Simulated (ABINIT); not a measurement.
# GaP (F-43m) in ABINIT: further runs

Aim: see how the results for GaP move with the level of theory and the settings. Levels: PBE+D3, OLYP. Tasks: equation of state, band structure.

All numbers are computed with ABINIT 10.8.3 (patched build); they aren't measurements. Logs are shortened: lines on timing, memory, paths and dates and some standing lists are left out, and cuts for length are marked. The log counts tension as positive stress, the text compression.

**The experiment to reproduce.**

From “Phosphorous dimerization in GaP at high pressure”, 2017, arxiv:1709.06667, for a bulk crystal of GaP: bulk modulus 87.5 ± 0.6 GPa.

From “Stacking defects in GaP nanowires: Electronic structure and optical properties”, 2018, arxiv:1810.01194, for a bulk crystal of GaP at 10 K: band gap 2.34 eV (indirect).

The runs below are set against these values where they give the same quantity.

## 1. Starting point

The structure is cubic, space group F-43m (No. 216). Conventional cell: a = 5.451 Å, b = 5.451 Å, c = 5.451 Å, α = 90.00°, β = 90.00°, γ = 90.00°. Ga (site symmetry -43m) has 4 P at 2.36 Å as nearest neighbours. P (site symmetry -43m) has 4 Ga at 2.36 Å as nearest neighbours.

## 2. Equation of state, PBE+D3

Contents of run.abi:

```
# Datasets: one volume each
ndtset 7
getwfk -1
scalecart1 3*0.9795861087
scalecart2 3*0.9864848297
scalecart3 3*0.9932883884
scalecart4 3*1.0000000000
scalecart5 3*1.0066227096
scalecart6 3*1.0131594038
scalecart7 3*1.0196128224

# Pseudopotentials
pp_dirpath "./"
pseudos "Ga.GGA_PBE-JTH.xml, P.GGA_PBE-JTH.xml"

# Structure
acell 3.8540855109 3.8540855109 3.8540855109 Angstrom
rprim
     0.0000000000     0.7071067812     0.7071067812
     0.7071067812     0.0000000000     0.7071067812
     0.7071067812     0.7071067812     0.0000000000
ntypat 2
znucl 31 15
natom 2
typat 1 2
xred
     0.0000000000     0.0000000000     0.0000000000
     0.7500000000     0.7500000000     0.7500000000

# Plane-wave basis
ecut 544.227725 eV
pawecutdg 40.0

# k points
kptopt 1
ngkpt 8 8 8
nshiftk 1
shiftk 0.0 0.0 0.0

# Exchange and correlation
ixc 11
vdw_xc 6

# Bands and occupations
nband 13
occopt 3
tsmear 0.05 eV

# SCF cycle
nstep 100
tolvrs 1.0e-9

# Output
iomode 3
prtwf 1
prtden 0
prteig 0
prtebands 0
```

Potentials or basis: JTH PAW PBE v2.0.

Launch:

```console
$ abinit run.abi > log 2>&1
```

run.abo:

```text
.Version 10.8.3 of ABINIT
 DATASET    1 : space group F-4 3 m (#216); Bravais cF (face-center cubic)
================================================================================
 Values of the parameters that define the memory need for DATASET  1.
     intxc =       0    ionmov =       0      iscf =      17    lmnmax =      18
     lnmax =       6     mgfft =      30  mpssoang =       3    mqgrid =    3001
     natom =       2  nloc_mem =       2    nspden =       1   nspinor =       1
    nsppol =       1      nsym =      24    n1xccc =       1    ntypat =       2
    occopt =       3   xclevel =       2
       mpw =        1121          nfft =       27000          nkpt =          29
 PAW method is used; the additional fine FFT grid is defined by:
   mgfftf=        45    nfftf =     91125
================================================================================
================================================================================
[... 71 lines left out ...]
 DATASET    7 : space group F-4 3 m (#216); Bravais cF (face-center cubic)
================================================================================
 Values of the parameters that define the memory need for DATASET  7.
     intxc =       0    ionmov =       0      iscf =      17    lmnmax =      18
     lnmax =       6     mgfft =      30  mpssoang =       3    mqgrid =    3001
     natom =       2  nloc_mem =       2    nspden =       1   nspinor =       1
    nsppol =       1      nsym =      24    n1xccc =       1    ntypat =       2
    occopt =       3   xclevel =       2
       mpw =        1254          nfft =       27000          nkpt =          29
 PAW method is used; the additional fine FFT grid is defined by:
   mgfftf=        45    nfftf =     91125
================================================================================
================================================================================

--------------------------------------------------------------------------------
------------- Echo of variables that govern the present computation ------------
--------------------------------------------------------------------------------
 -outvars: echo values of preprocessed input variables --------
            acell      7.2831660814E+00  7.2831660814E+00  7.2831660814E+00 Bohr
              amu      6.97230000E+01  3.09737620E+01
             ecut      2.00000000E+01 Hartree
           getwfk          -1
              ixc          11
           jdtset        1    2    3    4    5    6    7
         kptrlatt        8    0    0      0    8    0      0    0    8
          kptrlen1     5.70759066E+01
          kptrlen2     5.74778628E+01
          kptrlen3     5.78742744E+01
          kptrlen4     5.82653287E+01
          kptrlen5     5.86512030E+01
          kptrlen6     5.90320656E+01
          kptrlen7     5.94080762E+01
            natom           2
            nband          13
           ndtset           7
            ngfft          30      30      30
          ngfftdg          45      45      45
             nkpt          29
            nstep         100
             nsym          24
           ntypat           2
           occopt           3
        pawecutdg      4.00000000E+01 Hartree
         pawxcdev           0
           prtden           0
        prtebands           0
           prteig           0
            rprim1     0.0000000000E+00  6.9267198023E-01  6.9267198023E-01
                       6.9267198023E-01  0.0000000000E+00  6.9267198023E-01
                       6.9267198023E-01  6.9267198023E-01  0.0000000000E+00
            rprim2     0.0000000000E+00  6.9755011263E-01  6.9755011263E-01
                       6.9755011263E-01  0.0000000000E+00  6.9755011263E-01
                       6.9755011263E-01  6.9755011263E-01  0.0000000000E+00
            rprim3     0.0000000000E+00  7.0236095512E-01  7.0236095512E-01
                       7.0236095512E-01  0.0000000000E+00  7.0236095512E-01
                       7.0236095512E-01  7.0236095512E-01  0.0000000000E+00
            rprim4     0.0000000000E+00  7.0710678120E-01  7.0710678120E-01
                       7.0710678120E-01  0.0000000000E+00  7.0710678120E-01
                       7.0710678120E-01  7.0710678120E-01  0.0000000000E+00
            rprim5     0.0000000000E+00  7.1178974407E-01  7.1178974407E-01
                       7.1178974407E-01  0.0000000000E+00  7.1178974407E-01
                       7.1178974407E-01  7.1178974407E-01  0.0000000000E+00
            rprim6     0.0000000000E+00  7.1641188486E-01  7.1641188486E-01
                       7.1641188486E-01  0.0000000000E+00  7.1641188486E-01
                       7.1641188486E-01  7.1641188486E-01  0.0000000000E+00
            rprim7     0.0000000000E+00  7.2097514092E-01  7.2097514092E-01
                       7.2097514092E-01  0.0000000000E+00  7.2097514092E-01
                       7.2097514092E-01  7.2097514092E-01  0.0000000000E+00
          spgroup         216
           tolvrs      1.00000000E-09
           tsmear      1.83746611E-03 Hartree
            typat      1  2
           useylm           1
           vdw_xc           6
           xangst1     0.0000000000E+00  0.0000000000E+00  0.0000000000E+00
                       4.0044255642E+00  4.0044255642E+00  4.0044255642E+00
           xangst2     0.0000000000E+00  0.0000000000E+00  0.0000000000E+00
                       4.0326266733E+00  4.0326266733E+00  4.0326266733E+00
           xangst3     0.0000000000E+00  0.0000000000E+00  0.0000000000E+00
                       4.0604387709E+00  4.0604387709E+00  4.0604387709E+00
           xangst4     0.0000000000E+00  0.0000000000E+00  0.0000000000E+00
                       4.0878750001E+00  4.0878750001E+00  4.0878750001E+00
           xangst5     0.0000000000E+00  0.0000000000E+00  0.0000000000E+00
                       4.1149478091E+00  4.1149478091E+00  4.1149478091E+00
           xangst6     0.0000000000E+00  0.0000000000E+00  0.0000000000E+00
                       4.1416689979E+00  4.1416689979E+00  4.1416689979E+00
           xangst7     0.0000000000E+00  0.0000000000E+00  0.0000000000E+00
                       4.1680497665E+00  4.1680497665E+00  4.1680497665E+00
            xcart1     0.0000000000E+00  0.0000000000E+00  0.0000000000E+00
                       7.5672676080E+00  7.5672676080E+00  7.5672676080E+00
            xcart2     0.0000000000E+00  0.0000000000E+00  0.0000000000E+00
                       7.6205599806E+00  7.6205599806E+00  7.6205599806E+00
            xcart3     0.0000000000E+00  0.0000000000E+00  0.0000000000E+00
                       7.6731172279E+00  7.6731172279E+00  7.6731172279E+00
            xcart4     0.0000000000E+00  0.0000000000E+00  0.0000000000E+00
                       7.7249641872E+00  7.7249641872E+00  7.7249641872E+00
            xcart5     0.0000000000E+00  0.0000000000E+00  0.0000000000E+00
                       7.7761243817E+00  7.7761243817E+00  7.7761243817E+00
            xcart6     0.0000000000E+00  0.0000000000E+00  0.0000000000E+00
                       7.8266201103E+00  7.8266201103E+00  7.8266201103E+00
            xcart7     0.0000000000E+00  0.0000000000E+00  0.0000000000E+00
                       7.8764725378E+00  7.8764725378E+00  7.8764725378E+00
             xred      0.0000000000E+00  0.0000000000E+00  0.0000000000E+00
                       7.5000000000E-01  7.5000000000E-01  7.5000000000E-01
            znucl       31.00000   15.00000

================================================================================

 chkinp: Checking input parameters for consistency, jdtset=   1.

 chkinp: Checking input parameters for consistency, jdtset=   2.

 chkinp: Checking input parameters for consistency, jdtset=   3.

 chkinp: Checking input parameters for consistency, jdtset=   4.
[... 31 lines left out ...]
 getcut: wavevector=  0.0000  0.0000  0.0000  ngfft=  30  30  30
         ecut(hartree)=     20.000   => boxcut(ratio)=   2.09103

 Fine grid specifications (used for densities):

 getcut: wavevector=  0.0000  0.0000  0.0000  ngfft=  45  45  45
         ecut(hartree)=     40.000   => boxcut(ratio)=   2.16618

--- Pseudopotential description ------------------------------------------------
- pspini: atom type   1  psp file is ./Ga.GGA_PBE-JTH.xml
 Pseudopotential format is: paw10
 basis_size (lnmax)=  6 (lmn_size= 18), orbitals=   0   0   1   1   2   2
 Spheres core radius: rc_sph= 2.10359248
 Shapefunction is BESSEL type: shapef(r,l)=aa(1,l)*jl(q(1,l)*r)+aa(2,l)*jl(q(2,l)*r)
 Radius for shape functions =  1.80829011
 Compensation charge density is not taken into account in XC energy/potential

- pspini: atom type   2  psp file is ./P.GGA_PBE-JTH.xml
 Pseudopotential format is: paw10
 basis_size (lnmax)=  4 (lmn_size=  8), orbitals=   0   0   1   1
 Spheres core radius: rc_sph= 1.60765221
 Shapefunction is SIN type: shapef(r)=[sin(pi*r/rshp)/(pi*r/rshp)]**2
 Radius for shape functions =  1.60765221
 Compensation charge density is not taken into account in XC energy/potential

   4.33120550E+02                                ecore*ucvol(ha*bohr**3)
--------------------------------------------------------------------------------

================================================================================

--- !BeginCycle
iteration_state: {dtset: 1, }
solver: {iscf: 17, nstep: 100, nline: 4, wfoptalg: 10, }
tolerances: {tolvrs: 1.00E-09, }
...

     iter   Etot(hartree)      deltaE(h)  residm     nres2
 ETOT  1  -85.730898105083    -8.573E+01 1.597E-01 4.433E+00
 ETOT  2  -85.787446527111    -5.655E-02 8.971E-03 5.238E-01
 ETOT  3  -85.787067716376     3.788E-04 5.897E-03 5.272E-02
 ETOT  4  -85.787113597826    -4.588E-05 4.715E-04 7.136E-03
 ETOT  5  -85.787128566212    -1.497E-05 1.881E-04 1.493E-03
 ETOT  6  -85.787149781095    -2.121E-05 3.764E-05 8.981E-05
 ETOT  7  -85.787149713410     6.768E-08 1.679E-05 5.802E-06
 ETOT  8  -85.787149789612    -7.620E-08 3.816E-06 4.076E-07
 ETOT  9  -85.787149790474    -8.617E-10 1.723E-06 1.813E-08
 ETOT 10  -85.787149790797    -3.227E-10 3.904E-07 2.842E-09
 ETOT 11  -85.787149790816    -1.960E-11 1.780E-07 8.629E-10
[... 1230 lines left out ...]
 Cartesian components of stress tensor (hartree/bohr^3)
  sigma(1 1)=  1.14336256E-04  sigma(3 2)=  0.00000000E+00
  sigma(2 2)=  1.14336256E-04  sigma(3 1)=  0.00000000E+00
  sigma(3 3)=  1.14336256E-04  sigma(2 1)=  0.00000000E+00

-Cartesian components of stress tensor (GPa)         [Pressure= -3.3639E+00 GPa]
- sigma(1 1)=  3.36388880E+00  sigma(3 2)=  0.00000000E+00
- sigma(2 2)=  3.36388880E+00  sigma(3 1)=  0.00000000E+00
- sigma(3 3)=  3.36388880E+00  sigma(2 1)=  0.00000000E+00

== END DATASET(S) ==============================================================
================================================================================

 -outvars: echo values of variables after computation  --------
            acell      7.2831660814E+00  7.2831660814E+00  7.2831660814E+00 Bohr
           etotal1    -8.5787149791E+01
           etotal2    -8.5788241897E+01
           etotal3    -8.5788943810E+01
           etotal4    -8.5789295465E+01
           etotal5    -8.5789331804E+01
           etotal6    -8.5789085499E+01
           etotal7    -8.5788585461E+01
            fcart1    -5.0038303668E-30 -1.6679434556E-30  8.3397172780E-30
                       5.0038303668E-30  1.6679434556E-30 -8.3397172780E-30
            fcart2    -0.0000000000E+00 -0.0000000000E+00 -0.0000000000E+00
                      -0.0000000000E+00 -0.0000000000E+00 -0.0000000000E+00
            fcart3     1.6449344000E-30  1.6449344000E-30 -4.9348032000E-30
                      -1.6449344000E-30 -1.6449344000E-30  4.9348032000E-30
            fcart4    -0.0000000000E+00 -0.0000000000E+00 -0.0000000000E+00
                      -0.0000000000E+00 -0.0000000000E+00 -0.0000000000E+00
            fcart5    -0.0000000000E+00 -0.0000000000E+00 -0.0000000000E+00
                      -0.0000000000E+00 -0.0000000000E+00 -0.0000000000E+00
            fcart6     3.2253448630E-30  3.2253448630E-30 -9.6760345889E-30
                      -3.2253448630E-30 -3.2253448630E-30  9.6760345889E-30
            fcart7    -0.0000000000E+00 -0.0000000000E+00 -0.0000000000E+00
                      -0.0000000000E+00 -0.0000000000E+00 -0.0000000000E+00
            rprim1     0.0000000000E+00  6.9267198023E-01  6.9267198023E-01
[... 30 lines left out ...]
           strten6     7.0408531319E-05  7.0408531319E-05  7.0408531319E-05
                       0.0000000000E+00  0.0000000000E+00  0.0000000000E+00
           strten7     1.1433625641E-04  1.1433625641E-04  1.1433625641E-04
                       0.0000000000E+00  0.0000000000E+00  0.0000000000E+00
           xangst1     0.0000000000E+00  0.0000000000E+00  0.0000000000E+00
                       4.0044255642E+00  4.0044255642E+00  4.0044255642E+00
           xangst2     0.0000000000E+00  0.0000000000E+00  0.0000000000E+00
                       4.0326266733E+00  4.0326266733E+00  4.0326266733E+00
           xangst3     0.0000000000E+00  0.0000000000E+00  0.0000000000E+00
                       4.0604387709E+00  4.0604387709E+00  4.0604387709E+00
           xangst4     0.0000000000E+00  0.0000000000E+00  0.0000000000E+00
                       4.0878750001E+00  4.0878750001E+00  4.0878750001E+00
           xangst5     0.0000000000E+00  0.0000000000E+00  0.0000000000E+00
                       4.1149478091E+00  4.1149478091E+00  4.1149478091E+00
           xangst6     0.0000000000E+00  0.0000000000E+00  0.0000000000E+00
                       4.1416689979E+00  4.1416689979E+00  4.1416689979E+00
           xangst7     0.0000000000E+00  0.0000000000E+00  0.0000000000E+00
                       4.1680497665E+00  4.1680497665E+00  4.1680497665E+00
             xred      0.0000000000E+00  0.0000000000E+00  0.0000000000E+00
                       7.5000000000E-01  7.5000000000E-01  7.5000000000E-01
 Calculation completed.
```

It took 85 s on 1 thread of Arm Neoverse V1, shared host; peak memory 0.14 GiB.

Results:

```
Equilibrium volume                      : 20.49 Å³/atom
Bulk modulus                            : 80 GPa
Pressure derivative of the bulk modulus : 4.4
```

Energy against volume, from the lowest point:
```csv
volume (Å³/atom),energy (meV/atom)
19.026,29.69
19.431,14.83
19.836,5.28
20.240,0.49
20.645,0.00
21.050,3.35
21.455,10.15
```

Caveat: pressures at fixed basis lie under the slope of the energies.

## 3. Band structure, OLYP

Contents of run.abi:

```
# Datasets: ground state, then fixed potential
ndtset 2

# Pseudopotentials
pp_dirpath "./"
pseudos "Ga.upf, P.upf"

# Structure
acell 3.8540855109 3.8540855109 3.8540855109 Angstrom
rprim
     0.0000000000     0.7071067812     0.7071067812
     0.7071067812     0.0000000000     0.7071067812
     0.7071067812     0.7071067812     0.0000000000
ntypat 2
znucl 31 15
natom 2
typat 1 2
xred
     0.0000000000     0.0000000000     0.0000000000
     0.7500000000     0.7500000000     0.7500000000

# Plane-wave basis
ecut 40.0

# Exchange and correlation
ixc -110131

# Bands and occupations
occopt 3
tsmear 0.05 eV

# SCF cycle
nstep 100

# Output
iomode 3
prtwf 0
prteig 0
prtebands 0
enunit 1
prtden1 1

# Dataset 1
kptopt1 1
ngkpt1 8 8 8
nshiftk1 1
shiftk1 0.0 0.0 0.0
nband1 13
tolvrs1 1.0e-10

# Dataset 2: bands along G-X-W-K-G-L-U-W-L-K
iscf2 -2
getden2 1
nband2 17
nbdbuf2 2
tolwfr2 1.0e-12
kptopt2 -9
ndivsm2 8
prteig2 1
kptbounds2
     0.0000000000     0.0000000000     0.0000000000
     0.5000000000     0.0000000000     0.5000000000
     0.5000000000     0.2500000000     0.7500000000
     0.3750000000     0.3750000000     0.7500000000
     0.0000000000     0.0000000000     0.0000000000
     0.5000000000     0.5000000000     0.5000000000
     0.6250000000     0.2500000000     0.6250000000
     0.5000000000     0.2500000000     0.7500000000
     0.5000000000     0.5000000000     0.5000000000
     0.3750000000     0.3750000000     0.7500000000
```

Potentials or basis: PseudoDojo NC SR PBE v0.4.1 standard.

Launch:

```console
$ abinit run.abi > log 2>&1
```

Run time: 4 min. Hardware: 1 thread of Arm Neoverse V1, shared host; peak memory 0.19 GiB.

The run converged. Its results:

```yaml
Free_energy: -2279.7550 eV
Pressure: 3.9 GPa
Band_gap_on_the_k_mesh: 1.95 eV, indirect (least direct gap 2.12 eV)
Band_gap_along_the_path: 1.92 eV, indirect (least direct gap 2.12 eV)
Valence_electrons_inside_the_program's_atomic_spheres: Ga 10.80; P 2.85
```

Levels at the corners of the path, in eV from the valence-band top:
```tsv
point	band 5	band 6	band 7	band 8	band 9	band 10	band 11	band 12	band 13	band 14
Γ	-14.84	-12.38	0.00	0.00	0.00	2.12	4.04	4.04	4.04	9.59
X	-14.82	-9.52	-6.57	-2.61	-2.61	2.00	2.12	10.72	10.72	11.56
W	-14.83	-9.44	-6.37	-3.45	-3.28	4.97	4.99	6.32	6.47	11.82
K	-14.82	-9.56	-6.37	-3.79	-2.19	2.49	5.02	8.35	8.53	9.57
Γ	-14.84	-12.38	0.00	0.00	0.00	2.12	4.04	4.04	4.04	9.59
L	-14.83	-10.39	-6.44	-1.09	-1.09	1.95	4.87	4.87	8.84	11.38
U	-14.82	-9.56	-6.37	-3.79	-2.19	2.49	5.02	8.35	8.53	9.57
W	-14.83	-9.44	-6.37	-3.45	-3.28	4.97	4.99	6.32	6.47	11.82
L	-14.83	-10.39	-6.44	-1.09	-1.09	1.95	4.87	4.87	8.84	11.38
K	-14.82	-9.56	-6.37	-3.79	-2.19	2.49	5.02	8.35	8.53	9.57
```

Caveat: the potentials were made for another functional, which shifts forces and pressure.

## 4. How close it comes

Step 2. Measured bulk modulus of GaP: 87.5 GPa (“Phosphorous dimerization in GaP at high pressure”, 2017, arxiv:1709.06667). This calculation gives 80 GPa (-8.3 %). The fit is for a static lattice scaled at fixed shape and fixed fractional positions.

Step 3. A measured gap of GaP is 2.34 eV (indirect; 10 K; quoted in “Stacking defects in GaP nanowires: Electronic structure and optical properties”, 2018, arxiv:1810.01194); the calculated 1.92 eV misses it by -0.42 eV. Spin-orbit coupling on Ga is left out. The value is that of OLYP, without temperature or zero-point motion.
